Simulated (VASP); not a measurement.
# Al (Fm-3m) in VASP: notebook

Runs on Al. Level: PBE. Tasks: single point.

All numbers are computed with VASP 6.6.1; they aren't measurements. Logs are shortened: lines on timing, memory, paths and dates and some standing lists are left out, and cuts for length are marked.

## 1. The undisturbed crystal

It takes space group Fm-3m (No. 225, cubic). The conventional cell has a = 4.050 Å, b = 4.050 Å, c = 4.050 Å, α = 90.00°, β = 90.00°, γ = 90.00°. Around Al (site symmetry m-3m) lie 12 Al at 2.86 Å.

## 2. Single point, PBE (a relaxed cell with its volume scaled by 0.91)

Input file INCAR:

```
ALGO = Fast
EDIFF = 1E-7
ENCUT = 520
GGA = PE
ISIF = 2
ISMEAR = 0
LASPH = True
LCHARG = False
LREAL = False
LWAVE = False
NBANDS = 8
NELM = 60
PREC = Accurate
SIGMA = 0.1
```

Input file KPOINTS:

```
k-points
0
Gamma
  18 18 18
```

Input file POSCAR:

```
Al                                      
1.0
    0.0000000000      1.9621415542      1.9621415542
    1.9621415542      0.0000000000      1.9621415542
    1.9621415542      1.9621415542      0.0000000000
  Al            
     1
Direct
     0.0000000000000000    0.0000000000000000    0.0000000000000000
```

Potentials or basis: VASP PAW PBE potentials, release 64 (Al).

The run is started by

```
$ cat potpaw_PBE.64/Al/POTCAR > POTCAR
$ mpirun -np 1 vasp_std > vasp.out
```

OUTCAR:

```text
EDIFF = 1E-7
   ENCUT = 520
   GGA = PE
   ISIF = 2
   ISMEAR = 0
   LASPH = True
   LREAL = False
   NELM = 60
   PREC = Accurate

 ion  position               nearest neighbor table
   1  0.000  0.000  0.000-

  LATTYP: Found a face centered cubic cell.
 ALAT       =     3.9242831084

  Lattice vectors:

 A1 = (   0.0000000000,   1.9621415542,   1.9621415542)
 A2 = (   1.9621415542,   0.0000000000,   1.9621415542)
 A3 = (   1.9621415542,   1.9621415542,   0.0000000000)

Analysis of symmetry for initial positions (statically):
=====================================================================
 Subroutine PRICEL returns:
 Original cell was already a primitive cell.

 Routine SETGRP: Setting up the symmetry group for a
 face centered cubic supercell.

 Subroutine GETGRP returns: Found 48 space group operations
 (whereof 48 operations were pure point group operations)
 out of a pool of 48 trial point group operations.

The static configuration has the point symmetry O_h .

Analysis of symmetry for dynamics (positions and initial velocities):
=====================================================================
 Subroutine PRICEL returns:
 Original cell was already a primitive cell.

 Routine SETGRP: Setting up the symmetry group for a
 face centered cubic supercell.

 Subroutine GETGRP returns: Found 48 space group operations
 (whereof 48 operations were pure point group operations)
 out of a pool of 48 trial point group operations.

The dynamic configuration has the point symmetry O_h .

 Subroutine INISYM returns: Found 48 space group operations
 (whereof 48 operations are pure point group operations),
 and found     1 'primitive' translations

----------------------------------------------------------------------------------------

                                     Primitive cell

  volume of cell :      15.1085

  direct lattice vectors                    reciprocal lattice vectors
     0.000000000  1.962141554  1.962141554    -0.254823613  0.254823613  0.254823613
     1.962141554  0.000000000  1.962141554     0.254823613 -0.254823613  0.254823613
     1.962141554  1.962141554  0.000000000     0.254823613  0.254823613 -0.254823613

  length of vectors
     2.774887197  2.774887197  2.774887197     0.441367445  0.441367445  0.441367445

  position of ions in fractional coordinates (direct lattice)
     0.000000000  0.000000000  0.000000000

  ion indices of the primitive-cell ions
   primitive index   ion index
                 1           1
[... 71 lines left out ...]
   NELM   =     60;   NELMIN=  2; NELMDL= -5     # of ELM steps
   EDIFF  = 0.1E-06   stopping-criterion for ELM
   LREAL  =      F    real-space projection
   EDIFFG = 0.1E-05   stopping-criterion for IOM
   NSW    =      0    number of steps for IOM
   IBRION =     -1    ionic relax: 0-MD 1-quasi-New 2-CG
   NFREE  =      0    steps in history (QN), initial steepest desc. (CG)
   ISIF   =      2    stress and relaxation
   ISYM   =      2    0-nonsym 1-usesym 2-fastsym
   POTIM  = 0.5000    time-step for ionic-motion
   TEBEG  =    0.0;   TEEND  =   0.0 temperature during run
   PSTRESS=    0.0 pullay stress
   NELECT =       3.0000    total number of electrons
   NUPDOWN=      -1.0000    fix difference up-down
   EMIN   =  10.00;   EMAX   =-10.00  energy-range for DOS
   EFERMI =   0.00;   METHOD = LEGACY
   ISMEAR =     0;   SIGMA  =   0.10  broadening in eV -4-tet -1-fermi 0-gaus
   EFERMI_NEDOS =   21; number of points for ismear=-14 and -15
   IALGO  =     68    algorithm
   IMIX   =      4    mixing-type and parameters
     AMIX     =   0.40;   BMIX     =  1.00
     AMIX_MAG =   1.60;   BMIX_MAG =  1.00
  volume/ion in A,a.u.               =      15.11       101.96
  Fermi-wavevector in a.u.,A,eV,Ry     =   0.955084  1.804847 12.411037  0.912185
  Thomas-Fermi vector in A             =   2.083889
   LORBIT       =      0    0 simple, 1 ext, 2 COOP (PROOUT), +10 PAW based schemes
   GGA     = PE    functional components
   LHFCALC =     F    Hartree Fock is set to
   AEXX    =    0.0000 exact exchange contribution
   IVDW    =     0    specifies the selected vdW correction
   LEPSILON=     F    determine dielectric tensor
   LRPA    =     F    only Hartree local field effects (RPA)
 non-spin polarized calculation
 RMM-DIIS sequential band-by-band and
 Gauss-broadening in eV      SIGMA  =   0.10
  energy-cutoff  :      520.00
  volume of cell :       15.11
 maximum number of plane-waves:       419
 NGX is ok and might be reduce to    24
   NGX = 11   NGY = 11   NGZ = 11

 number of electron       3.0000000 magnetization

 Free energy of the ion-electron system (eV)
  ---------------------------------------------------
  ext. energy  EPLUGINS =         0.00000000
  ---------------------------------------------------
  free energy    TOTEN  =        -3.71190232 eV

  energy without entropy =       -3.70922069  energy(sigma->0) =       -3.71056151

 E-fermi :   8.9484     XC(G=0): -10.5195

 val. band max:        8.9385112820   @ k =  -0.2222   0.3889   0.1667
 cond. band min:       8.9602592427   @ k =  -0.3333   0.3889   0.0556
 fundamental gap:      0.0217479606
 Fermi energy:         8.9483937561

 k-point     1 :       0.0000    0.0000    0.0000
  band No.  band energies     occupation
      1      -2.8067      2.00000
      2      22.0704      0.00000
      3      22.0704      0.00000
      4      22.0704      0.00000
      5      24.2558      0.00000
      6      24.2558      0.00000
      7      24.2558      0.00000
      8      26.0706      0.00000
[... 243 lines left out ...]
 k-point    24 :      -0.2222    0.0556    0.0000
  band No.  band energies     occupation
      1      -1.0686      2.00000
      2      12.9903      0.00000
      3      18.7958      0.00000
      4      21.7810      0.00000
      5      23.6600      0.00000
      6      24.7596      0.00000
      7      25.2692      0.00000
      8      27.5606      0.00000

 [... further k-points ...]
[... 5 lines left out ...]
  --------------------------------------------------------------------------------------
  -------------------------------------------------------------------------------------
  Total        0.7729991      0.7729991      0.7729991     -0.0000000     -0.0000000      0.0000000
  in kB       81.9725690     81.9725690     81.9725690     -0.0000000     -0.0000000      0.0000000
  external PRESSURE =      81.9725690 kB  Pullay stress =       0.0000000 kB

 VOLUME and BASIS-vectors are now :
 -----------------------------------------------------------------------------
  energy-cutoff  :      520.00
  volume of cell :       15.11
      direct lattice vectors                 reciprocal lattice vectors
     0.000000000  1.962141554  1.962141554    -0.254823613  0.254823613  0.254823613
     1.962141554  0.000000000  1.962141554     0.254823613 -0.254823613  0.254823613
     1.962141554  1.962141554  0.000000000     0.254823613  0.254823613 -0.254823613

 POSITION                                       TOTAL-FORCE (eV/Angst)
 -----------------------------------------------------------------------------------
      0.00000      0.00000      0.00000         0.000000      0.000000      0.000000
 -----------------------------------------------------------------------------------
    total drift:                                0.000000     -0.000000     -0.000000

  FREE ENERGIE OF THE ION-ELECTRON SYSTEM (eV)
  ---------------------------------------------------
  free  energy   TOTEN  =        -3.7119023214 eV

  energy  without entropy=       -3.7092206922  energy(sigma->0) =       -3.71056151
```

OSZICAR:

```text
N       E                     dE             d eps       ncg     rms          rms(c)
DAV:   1    -0.221851319379E+01   -0.22185E+01   -0.91613E+02  3128   0.209E+02
DAV:   2    -0.372898016705E+01   -0.15105E+01   -0.14689E+01  4208   0.195E+01
DAV:   3    -0.373629276860E+01   -0.73126E-02   -0.73111E-02  4040   0.155E+00
DAV:   4    -0.373630839983E+01   -0.15631E-04   -0.15632E-04  4816   0.644E-02
DAV:   5    -0.373630843129E+01   -0.31456E-07   -0.32121E-07  4080   0.157E-03    0.147E+00
RMM:   6    -0.372218610692E+01    0.14122E-01   -0.80860E-04  3124   0.163E-01    0.863E-01
RMM:   7    -0.371188339971E+01    0.10303E-01   -0.27854E-03  3556   0.286E-01    0.134E-01
RMM:   8    -0.371190135765E+01   -0.17958E-04   -0.16513E-04  3465   0.801E-02    0.248E-02
RMM:   9    -0.371190319024E+01   -0.18326E-05   -0.23822E-05  3604   0.302E-02    0.128E-02
RMM:  10    -0.371190240486E+01    0.78538E-06   -0.47320E-06  3705   0.134E-02    0.199E-02
RMM:  11    -0.371190232142E+01    0.83437E-07   -0.93970E-07  3691   0.536E-03
   1 F= -.37119023E+01 E0= -.37105615E+01  d E =-.268163E-02
```

It took 22 s on 1 thread of Intel Xeon Platinum 8259CL at 2.50GHz (Skylake/Cascade Lake), shared host; peak memory 0.14 GiB.

What came out:

```yaml
Free_energy: -3.7119 eV
Pressure: 8.2 GPa
Band_gap_on_the_k_mesh: none (metal or under the smearing width)
```

Levels at points of the mesh, in eV from the Fermi level:
| k point | band 1 | band 2 | band 3 | band 4 | band 5 |
| --- | --- | --- | --- | --- | --- |
| (0.00, 0.00, 0.00) | -11.76 | 13.12 | 13.12 | 13.12 | 15.31 |
| (0.50, 0.00, 0.00) | -4.95 | -4.50 | 11.88 | 11.88 | 12.39 |
| (0.50, 0.50, 0.00) | -3.13 | -1.63 | 5.28 | 6.03 | 6.03 |

## 3. Single point, PBE (a relaxed cell with its volume scaled by 1.09)

INCAR is that of step 2.

KPOINTS is that of step 2.

Input file POSCAR:

```
Al                                      
1.0
    0.0000000000      2.0838128120      2.0838128120
    2.0838128120      0.0000000000      2.0838128120
    2.0838128120      2.0838128120      0.0000000000
  Al            
     1
Direct
     0.0000000000000000    0.0000000000000000    0.0000000000000000
```

Potentials or basis: VASP PAW PBE potentials, release 64 (Al).

The run is started by

```
$ cat potpaw_PBE.64/Al/POTCAR > POTCAR
$ mpirun -np 1 vasp_std > vasp.out
```

OUTCAR:

```text
EDIFF = 1E-7
   ENCUT = 520
   GGA = PE
   ISIF = 2
   ISMEAR = 0
   LASPH = True
   LREAL = False
   NELM = 60
   PREC = Accurate

 ion  position               nearest neighbor table
   1  0.000  0.000  0.000-

  LATTYP: Found a face centered cubic cell.
 ALAT       =     4.1676256240

  Lattice vectors:

 A1 = (   0.0000000000,   2.0838128120,   2.0838128120)
 A2 = (   2.0838128120,   0.0000000000,   2.0838128120)
 A3 = (   2.0838128120,   2.0838128120,   0.0000000000)

Analysis of symmetry for initial positions (statically):
=====================================================================
 Subroutine PRICEL returns:
 Original cell was already a primitive cell.

 Routine SETGRP: Setting up the symmetry group for a
 face centered cubic supercell.

 Subroutine GETGRP returns: Found 48 space group operations
 (whereof 48 operations were pure point group operations)
 out of a pool of 48 trial point group operations.

The static configuration has the point symmetry O_h .

Analysis of symmetry for dynamics (positions and initial velocities):
=====================================================================
 Subroutine PRICEL returns:
[... 157 lines left out ...]

 E-fermi :   7.0637     XC(G=0):  -9.8668

 val. band max:        7.0162303975   @ k =  -0.3333   0.0556   0.0000
 cond. band min:       7.0877219660   @ k =  -0.3889   0.3889   0.1667
 fundamental gap:      0.0714915685
 Fermi energy:         7.0637019489

 k-point     1 :       0.0000    0.0000    0.0000
  band No.  band energies     occupation
      1      -3.4422      2.00000
      2      19.1890      0.00000
      3      19.1890      0.00000
      4      19.1890      0.00000
      5      20.0106      0.00000
      6      20.0106      0.00000
      7      20.0106      0.00000
      8      22.8826      0.00000
[... 243 lines left out ...]
 k-point    24 :      -0.2222    0.0556    0.0000
  band No.  band energies     occupation
      1      -1.8978      2.00000
      2      10.7054      0.00000
      3      15.7828      0.00000
      4      18.4445      0.00000
      5      20.1846      0.00000
      6      21.1105      0.00000
      7      21.5437      0.00000
      8      23.6821      0.00000

 [... further k-points ...]
[... 5 lines left out ...]
  --------------------------------------------------------------------------------------
  -------------------------------------------------------------------------------------
  Total       -0.6622342     -0.6622342     -0.6622342     -0.0000000      0.0000000     -0.0000000
  in kB      -58.6294823    -58.6294823    -58.6294823     -0.0000000      0.0000000     -0.0000000
  external PRESSURE =     -58.6294823 kB  Pullay stress =       0.0000000 kB

 VOLUME and BASIS-vectors are now :
 -----------------------------------------------------------------------------
  energy-cutoff  :      520.00
  volume of cell :       18.10
      direct lattice vectors                 reciprocal lattice vectors
     0.000000000  2.083812812  2.083812812    -0.239944777  0.239944777  0.239944777
     2.083812812  0.000000000  2.083812812     0.239944777 -0.239944777  0.239944777
     2.083812812  2.083812812  0.000000000     0.239944777  0.239944777 -0.239944777

 POSITION                                       TOTAL-FORCE (eV/Angst)
 -----------------------------------------------------------------------------------
      0.00000      0.00000      0.00000         0.000000      0.000000      0.000000
 -----------------------------------------------------------------------------------
    total drift:                               -0.000000     -0.000000     -0.000000

  FREE ENERGIE OF THE ION-ELECTRON SYSTEM (eV)
  ---------------------------------------------------
  free  energy   TOTEN  =        -3.7127652099 eV

  energy  without entropy=       -3.7104260442  energy(sigma->0) =       -3.71159563
```

stdout:

```text
POSCAR found type information on POSCAR Al
 POSCAR found :  1 types and       1 ions
 scaLAPACK will be used
 LDA part: xc-table for (Slater+PW92), standard interpolation
 POSCAR, INCAR and KPOINTS ok, starting setup
 FFT: planning ... GRIDC
 FFT: planning ... GRID_SOFT
 FFT: planning ... GRID
 WAVECAR not read
 entering main loop
```

It took 19 s on 1 thread of Intel Xeon Platinum 8259CL at 2.50GHz (Skylake/Cascade Lake), shared host; peak memory 0.15 GiB.

What came out:

```
Free energy            : -3.7128 eV
Pressure               : -5.9 GPa
Band gap on the k mesh : none (metal or under the smearing width)
```
